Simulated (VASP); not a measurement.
# Br (Immm) in VASP: equation of state

How stiff is Br in PBE, and what volume does it want? The cell is scaled to several volumes.

Program: VASP 6.6.1. These are calculated values, not measurements. Logs are shortened: lines on timing, memory, paths and dates and some standing lists are left out, and cuts for length are marked.

## 1. Starting point

The structure is orthorhombic, space group Immm (No. 71). Conventional cell: a = 2.574 Å, b = 3.440 Å, c = 7.156 Å, α = 90.00°, β = 90.00°, γ = 90.00°. Around Br (site symmetry mmm) lie 2 Br at 2.57 Å.

## 2. Equation of state, PBE, 29.78 Å³/atom (volume scaled by 0.94)

Contents of INCAR:

```
SYSTEM = Br
ALGO = Normal ; EDIFF = 1E-7
ENCUT = 520 ; GGA = PE
ISIF = 2 ; ISMEAR = -1
LASPH = .True. ; LCHARG = .False.
LREAL = .False. ; LWAVE = .False.
NBANDS = 10 ; NELM = 100
PREC = Accurate ; SIGMA = 0.05
```

Contents of KPOINTS:

```
k-points
0
Gamma
  13 13 13
  0 0 0
```

Contents of POSCAR:

```
Br
1.0
   -1.2605004547      1.6848853641      3.5049504374
    1.2605004547     -1.6848853641      3.5049504374
    1.2605004547      1.6848853641     -3.5049504374
Br
1
Direct
    0.0000000000      0.0000000000      0.0000000000
```

Potentials or basis: VASP PAW PBE potentials, release 64 (Br).

Command:

```sh
> cat potpaw_PBE.64/Br/POTCAR > POTCAR
> mpirun -np 1 vasp_std > vasp.out
```

OUTCAR:

```text
SYSTEM = Br
   EDIFF = 1E-7
   ENCUT = 520
   GGA = PE
   ISIF = 2
   ISMEAR = -1
   LASPH = .True.
   LREAL = .False.
   NELM = 100
   PREC = Accurate

 ion  position               nearest neighbor table
   1  0.000  0.000  0.000-

  LATTYP: Found a body centered orthorhombic cell.
 ALAT       =     2.5210009094
 B/A-ratio  =     1.3366796956
 C/A-ratio  =     2.7806022793

  Lattice vectors:

 A1 = (  -1.2605004547,   1.6848853641,   3.5049504374)
 A2 = (   1.2605004547,  -1.6848853641,   3.5049504374)
 A3 = (   1.2605004547,   1.6848853641,  -3.5049504374)

Analysis of symmetry for initial positions (statically):
=====================================================================
 Subroutine PRICEL returns:
 Original cell was already a primitive cell.

 Routine SETGRP: Setting up the symmetry group for a
 body centered orthorhombic supercell.

 Subroutine GETGRP returns: Found  8 space group operations
 (whereof  8 operations were pure point group operations)
 out of a pool of  8 trial point group operations.

The static configuration has the point symmetry D_2h.

Analysis of symmetry for dynamics (positions and initial velocities):
=====================================================================
 Subroutine PRICEL returns:
 Original cell was already a primitive cell.

 Routine SETGRP: Setting up the symmetry group for a
 body centered orthorhombic supercell.

 Subroutine GETGRP returns: Found  8 space group operations
 (whereof  8 operations were pure point group operations)
 out of a pool of  8 trial point group operations.

The dynamic configuration has the point symmetry D_2h.

 Subroutine INISYM returns: Found  8 space group operations
 (whereof  8 operations are pure point group operations),
 and found     1 'primitive' translations

----------------------------------------------------------------------------------------

                                     Primitive cell

  volume of cell :      29.7752

  direct lattice vectors                    reciprocal lattice vectors
    -1.260500455  1.684885364  3.504950437     0.000000000  0.296756094  0.142655370
     1.260500455 -1.684885364  3.504950437     0.396667846  0.000000000  0.142655370
     1.260500455  1.684885364 -3.504950437     0.396667846  0.296756094  0.000000000

  length of vectors
     4.088077501  4.088077501  4.088077501     0.329263928  0.421539956  0.495388292

  position of ions in fractional coordinates (direct lattice)
     0.000000000  0.000000000  0.000000000

  ion indices of the primitive-cell ions
   primitive index   ion index
                 1           1

----------------------------------------------------------------------------------------

 KPOINTS: k-points

Automatic generation of k-mesh.
 Grid dimensions read from file:
 generate k-points for:   13   13   13

 Generating k-lattice:

  Cartesian coordinates                     Fractional coordinates (reciprocal lattice)
     0.000000000  0.022827392  0.010973490     0.076923077 -0.000000000  0.000000000
     0.030512911  0.000000000  0.010973490    -0.000000000  0.076923077  0.000000000
     0.030512911  0.022827392  0.000000000     0.000000000 -0.000000000  0.076923077

  Length of vectors
     0.025327994  0.032426150  0.038106792

  Shift w.r.t. Gamma in fractional coordinates (k-lattice)
     0.000000000  0.000000000  0.000000000

 Subroutine IBZKPT returns following result:
 ===========================================

 Found    343 irreducible k-points:

 Following reciprocal coordinates:
            Coordinates               Weight
  0.000000  0.000000  0.000000      1.000000
  0.076923 -0.000000  0.000000      4.000000
  0.153846 -0.000000  0.000000      4.000000
  0.230769 -0.000000  0.000000      4.000000
  0.307692 -0.000000  0.000000      4.000000
  0.384615  0.000000 -0.000000      4.000000
[... 42 lines left out ...]
  0.153846  0.307692 -0.000000      8.000000
  0.230769  0.307692 -0.000000      8.000000
 [... further k-points ...]
   k-points           NKPTS =    343   k-points in BZ     NKDIM =    343   number of bands    NBANDS=     10
   number of dos      NEDOS =    301   number of ions     NIONS =      1
   total plane-waves  NPLWV =  27000
   dimension x,y,z NGX =    30 NGY =   30 NGZ =   30
   dimension x,y,z NGXF=    60 NGYF=   60 NGZF=   60
   ions per type =               1
   NGX,Y,Z   is equivalent  to a cutoff of  12.20, 12.20, 12.20 a.u.
   NGXF,Y,Z  is equivalent  to a cutoff of  24.40, 24.40, 24.40 a.u.
 SYSTEM =  Br
   PREC   = accura    normal or accurate (medium, high low for compatibility)
   ISTART =      0    job   : 0-new  1-cont  2-samecut
   ICHARG =      2    charge: 1-file 2-atom 10-const
   ISPIN  =      1    spin polarized calculation?
   LNONCOLLINEAR =      F non collinear calculations
   LSORBIT =      F    spin-orbit coupling
   LASPH  =      T    aspherical Exc in radial PAW
   ENCUT  =  520.0 eV  38.22 Ry    6.18 a.u.   7.60  7.60  7.60*2*pi/ulx,y,z
[... 61 lines left out ...]
      4       5.1719      0.00000
      5       6.1125      0.00000
      6       9.9837      0.00000
      7      12.9003      0.00000
      8      14.0976      0.00000
      9      15.4616      0.00000
     10      21.2946      0.00000

 k-point     2 :       0.0769   -0.0000    0.0000
  band No.  band energies     occupation
      1     -15.3531      2.00000
      2      -1.3103      2.00000
      3      -0.6986      2.00000
      4       5.1815      0.00000
      5       6.4031      0.00000
      6      10.2249      0.00000
      7      12.1952      0.00000
      8      14.1189      0.00000
      9      16.5011      0.00000
     10      21.3680      0.00000

 k-point     3 :       0.1538   -0.0000    0.0000
  band No.  band energies     occupation
      1     -15.2714      2.00000
      2      -1.5371      2.00000
      3      -1.2098      2.00000
      4       5.2084      0.00000
      5       7.0732      0.00000
      6      10.6032      0.00000
      7      11.5954      0.00000
      8      14.1813      0.00000
      9      18.4707      0.00000
     10      21.5728      0.00000

 k-point     4 :       0.2308   -0.0000    0.0000
  band No.  band energies     occupation
      1     -15.1519      2.00000
      2      -2.2192      2.00000
      3      -1.4114      2.00000
      4       5.2469      0.00000
      5       7.6408      0.00000
      6      10.3937      0.00000
      7      12.5763      0.00000
      8      14.2785      0.00000
      9      20.7510      0.00000
     10      21.8127      0.00000

 k-point     5 :       0.3077   -0.0000    0.0000
  band No.  band energies     occupation
      1     -15.0187      2.00000
      2      -2.9208      2.00000
      3      -1.5258      2.00000
      4       5.2885      0.00000
      5       7.6277      0.00000
      6      10.9188      0.00000
      7      14.0261      0.00000
      8      14.4753      0.00000
      9      20.9191      0.00000
     10      21.6360      0.00000

 k-point     6 :       0.3846    0.0000   -0.0000
  band No.  band energies     occupation
      1     -14.9028      2.00000
      2      -3.4530      2.00000
      3      -1.6073      2.00000
      4       5.3236      0.00000
      5       7.3294      0.00000
      6      12.0667      0.00000
      7      14.3709      0.00000
      8      15.7130      0.00000
      9      19.3451      0.00000
     10      21.2360      0.00000
[... 391 lines left out ...]
 k-point    37 :       0.2308    0.2308    0.0000
  band No.  band energies     occupation
      1     -14.0693      2.00000
      2      -1.5618      2.00000
      3      -0.8645      2.00000
      4      -0.3049      2.00000
      5       9.2848      0.00000
      6      11.6246      0.00000
      7      13.7239      0.00000
      8      14.9109      0.00000
      9      15.9941      0.00000
     10      20.1565      0.00000

 k-point    38 :       0.3077    0.2308    0.0000
  band No.  band energies     occupation
      1     -13.9462      2.00000
      2      -2.0872      2.00000
      3      -1.0136      2.00000
      4      -0.2405      2.00000
      5       9.0905      0.00000
      6      12.0969      0.00000
      7      13.8529      0.00000
      8      15.8616      0.00000
      9      16.6106      0.00000
     10      19.1270      0.00000

 k-point    39 :       0.3846    0.2308   -0.0000
  band No.  band energies     occupation
      1     -13.8489      2.00000
      2      -2.5248      2.00000
      3      -1.0091      2.00000
      4      -0.1763      2.00000
      5       8.8263      0.00000
      6      12.0825      0.00000
      7      14.0226      0.00000
      8      16.5153      0.00000
      9      17.5292      0.00000
     10      18.9338      0.00000

 k-point    40 :       0.4615    0.2308    0.0000
  band No.  band energies     occupation
      1     -13.8037      2.00000
      2      -2.7435      2.00000
      3      -0.9239      2.00000
      4      -0.1293      2.00000
      5       8.6988      0.00000
      6      11.8194      0.00000
      7      13.7277      0.00000
      8      16.0962      0.00000
      9      18.4395      0.00000
     10      20.3924      0.00000

 [... further k-points ...]

------------------------ aborting loop because EDIFF is reached ----------------------------------------

  FORCE on cell =-STRESS in cart. coord.  units (eV):
  Direction    XX          YY          ZZ          XY          YZ          ZX
  --------------------------------------------------------------------------------------
  -------------------------------------------------------------------------------------
  Total        1.2553294      0.4136356      0.2933437      0.0000000      0.0000000      0.0000000
  in kB       67.5480840     22.2573401     15.7845481      0.0000000      0.0000000      0.0000000
  external PRESSURE =      35.1966574 kB  Pullay stress =       0.0000000 kB

 VOLUME and BASIS-vectors are now :
 -----------------------------------------------------------------------------
  energy-cutoff  :      520.00
  volume of cell :       29.78
      direct lattice vectors                 reciprocal lattice vectors
    -1.260500455  1.684885364  3.504950437     0.000000000  0.296756094  0.142655370
     1.260500455 -1.684885364  3.504950437     0.396667846  0.000000000  0.142655370
     1.260500455  1.684885364 -3.504950437     0.396667846  0.296756094  0.000000000

 POSITION                                       TOTAL-FORCE (eV/Angst)
 -----------------------------------------------------------------------------------
      0.00000      0.00000      0.00000        -0.000000      0.000000      0.000000
 -----------------------------------------------------------------------------------
    total drift:                               -0.000000      0.000000     -0.000000

  FREE ENERGIE OF THE ION-ELECTRON SYSTEM (eV)
  ---------------------------------------------------
  free  energy   TOTEN  =        -1.5242766020 eV

  energy  without entropy=       -1.5199134231  energy(sigma->0) =       -1.52209501
```

Wall time 66 s (1 thread of Intel Xeon 6975P-C (Granite Rapids), shared host); peak memory 0.22 GiB.

What came out:

```
Free energy            : -1.5243 eV
Pressure               : 3.5 GPa
Band gap on the k mesh : none (metal or under the smearing width)
```

Caveat: an odd number of electrons without spin polarisation forces a metal; a magnetic or distorted state may lie lower.

## 3. Equation of state, PBE, 30.41 Å³/atom (volume scaled by 0.96)

Contents of INCAR:

```
SYSTEM = Br
ALGO     = Normal         ! electronic algorithm
EDIFF    = 1E-7           ! SCF threshold, eV
ENCUT    = 520            ! plane-wave cutoff, eV
GGA      = PE             ! functional
ISIF     = 2              ! what is computed and relaxed
ISMEAR   = -1             ! smearing method
LASPH    = .TRUE.         ! aspherical terms in the spheres
LCHARG   = .FALSE.        ! write CHGCAR
LREAL    = .FALSE.        ! projectors in reciprocal space
LWAVE    = .FALSE.        ! write WAVECAR
NBANDS   = 10             ! bands
NELM     = 100            ! most SCF steps
PREC     = Accurate       ! precision mode
SIGMA    = 0.05           ! smearing width, eV
```

Contents of KPOINTS:

```
k-points
0
G
  13 13 13
  0 0 0
```

Contents of POSCAR:

```
Br
1.0
   -1.2693775109      1.6967511450      3.5296340003
    1.2693775109     -1.6967511450      3.5296340003
    1.2693775109      1.6967511450     -3.5296340003
Br
1
Direct
    0.0000000000      0.0000000000      0.0000000000
```

Potentials or basis: VASP PAW PBE potentials, release 64 (Br).

Command:

```sh
> cat potpaw_PBE.64/Br/POTCAR > POTCAR
> mpirun -np 1 vasp_std > vasp.out
```

It took 50 s on 1 thread of Intel Xeon 6975P-C (Granite Rapids), shared host; peak memory 0.24 GiB.

It converged, with:

| Property | Result |
| --- | --- |
| Free energy | -1.5364 eV |
| Pressure | 2.6 GPa |
| Band gap on the k mesh | none (metal or under the smearing width) |

Caveat: an odd number of electrons without spin polarisation forces a metal; a magnetic or distorted state may lie lower.

## 4. Equation of state, PBE, 31.04 Å³/atom (volume scaled by 0.98)

Contents of INCAR:

```
SYSTEM = Br
ALGO = Normal
EDIFF = 1E-7
ENCUT = 520
GGA = PE
ISIF = 2
ISMEAR = -1
LASPH = .TRUE.
LCHARG = .FALSE.
LREAL = .FALSE.
LWAVE = .FALSE.
NBANDS = 10
NELM = 60
PREC = Accurate
SIGMA = 0.05
```

KPOINTS is that of step 3.

Contents of POSCAR:

```
Br
1.0
   -1.2781321152      1.7084532468      3.5539770730
    1.2781321152     -1.7084532468      3.5539770730
    1.2781321152      1.7084532468     -3.5539770730
Br
1
Direct
    0.0000000000      0.0000000000      0.0000000000
```

Command:

```sh
> cat potpaw_PBE.64/Br/POTCAR > POTCAR
> mpirun -np 1 vasp_std > vasp.out
```

Wall time 51 s (1 thread of Intel Xeon 6975P-C (Granite Rapids), shared host); peak memory 0.23 GiB.

It converged, with:

```
Free energy            : -1.5452 eV
Pressure               : 1.8 GPa
Band gap on the k mesh : none (metal or under the smearing width)
```

Caveat: an odd number of electrons without spin polarisation forces a metal; a magnetic or distorted state may lie lower.

## 5. Equation of state, PBE, 32.31 Å³/atom (volume scaled by 1.02)

Contents of INCAR:

```
PREC = Accurate
ENCUT = 520
EDIFF = 1E-7
ISMEAR = -1
SIGMA = 0.05
LREAL = False
LASPH = True
NELM = 100
ALGO = Normal
ISIF = 2
LWAVE = False
LCHARG = False
GGA = PE
NBANDS = 10
```

Contents of KPOINTS:

```
Automatic mesh
0
Gamma
  13 13 13
```

Contents of POSCAR:

```
Br
1.0
   -1.2952902984      1.7313882419      3.6016871563
    1.2952902984     -1.7313882419      3.6016871563
    1.2952902984      1.7313882419     -3.6016871563
Br
1
Direct
    0.0000000000      0.0000000000      0.0000000000
```

Command:

```sh
> cat potpaw_PBE.64/Br/POTCAR > POTCAR
> mpirun -np 1 vasp_std > vasp.out
```

It took 42 s on 1 thread of Intel Xeon 6975P-C (Granite Rapids), shared host; peak memory 0.24 GiB.

Results (log left out):

```yaml
Free_energy: -1.5540 eV
Pressure: 0.5 GPa
Band_gap_on_the_k_mesh: none (metal or under the smearing width)
```

Caveat: an odd number of electrons without spin polarisation forces a metal; a magnetic or distorted state may lie lower.

## 6. Equation of state, PBE, 32.94 Å³/atom (volume scaled by 1.04)

Contents of INCAR:

```
SYSTEM = Br
PREC     = Accurate       ! precision mode
ENCUT    = 520            ! plane-wave cutoff, eV
EDIFF    = 1E-7           ! SCF threshold, eV
ISMEAR   = -1             ! smearing method
SIGMA    = 0.05           ! smearing width, eV
LREAL    = .False.        ! projectors in reciprocal space
LASPH    = .True.         ! aspherical terms in the spheres
NELM     = 60             ! most SCF steps
ALGO     = Normal         ! electronic algorithm
ISIF     = 2              ! what is computed and relaxed
LWAVE    = .False.        ! write WAVECAR
LCHARG   = .False.        ! write CHGCAR
GGA      = PE             ! functional
NBANDS   = 10             ! bands
```

Contents of KPOINTS:

```
regular mesh
0
Gamma
  13 13 13
  0 0 0
```

Contents of POSCAR:

```
Br
1.0
   -1.3037015101      1.7426313377      3.6250753905
    1.3037015101     -1.7426313377      3.6250753905
    1.3037015101      1.7426313377     -3.6250753905
Br
1
Direct
    0.0000000000      0.0000000000      0.0000000000
```

Potentials or basis: VASP PAW PBE potentials, release 64 (Br).

Command:

```sh
> cat potpaw_PBE.64/Br/POTCAR > POTCAR
> mpirun -np 1 vasp_std > vasp.out
```

Run time: 48 s. Hardware: 1 thread of Intel Xeon 6975P-C (Granite Rapids), shared host; peak memory 0.24 GiB.

Results (log left out):

```
Free energy            : -1.5548 eV
Pressure               : -0.1 GPa
Band gap on the k mesh : none (metal or under the smearing width)
```

Caveat: an odd number of electrons without spin polarisation forces a metal; a magnetic or distorted state may lie lower.

## 7. Equation of state, PBE, 33.58 Å³/atom (volume scaled by 1.06)

Contents of INCAR:

```
PREC = Accurate
ENCUT = 520
EDIFF = 1E-7
ISMEAR = -1
SIGMA = 0.05
LREAL = False
LASPH = True
NELM = 80
ALGO = Normal
ISIF = 2
LWAVE = False
LCHARG = False
GGA = PE
NBANDS = 10
```

Contents of KPOINTS:

```
Automatic mesh
0
Gamma
  13 13 13
```

Contents of POSCAR:

```
Br
1.0
   -1.3120055652      1.7537311997      3.6481656652
    1.3120055652     -1.7537311997      3.6481656652
    1.3120055652      1.7537311997     -3.6481656652
Br
1
Direct
    0.0000000000      0.0000000000      0.0000000000
```

Command:

```sh
> cat potpaw_PBE.64/Br/POTCAR > POTCAR
> mpirun -np 1 vasp_std > vasp.out
```

Wall time 63 s (1 thread of Intel Xeon 6975P-C (Granite Rapids), shared host); peak memory 0.24 GiB.

It converged, with:

```yaml
Free_energy: -1.5534 eV
Pressure: -0.6 GPa
Band_gap_on_the_k_mesh: none (metal or under the smearing width)
```

Caveat: an odd number of electrons without spin polarisation forces a metal; a magnetic or distorted state may lie lower.

## 8. Equation of state, PBE

Potentials or basis: VASP PAW PBE potentials, release 64 (Br).

No new run: the results of the series are fitted here.

What came out:

| Property | Result |
| --- | --- |
| Equilibrium volume | 32.84 Å³/atom |
| Bulk modulus at fixed shape and positions | 28 GPa |
| Pressure derivative of the bulk modulus | 5.0 |

Energy against volume, from the lowest point:
```tsv
volume (Å³/atom)	energy (meV/atom)
29.775	30.50
30.409	18.38
31.042	9.62
31.676	3.85
32.309	0.74
32.943	0.00
33.576	1.37
```

Caveat: the cell was scaled at fixed shape and fractional positions, which overstates the stiffness of a crystal with free parameters, most of all of layers and chains.
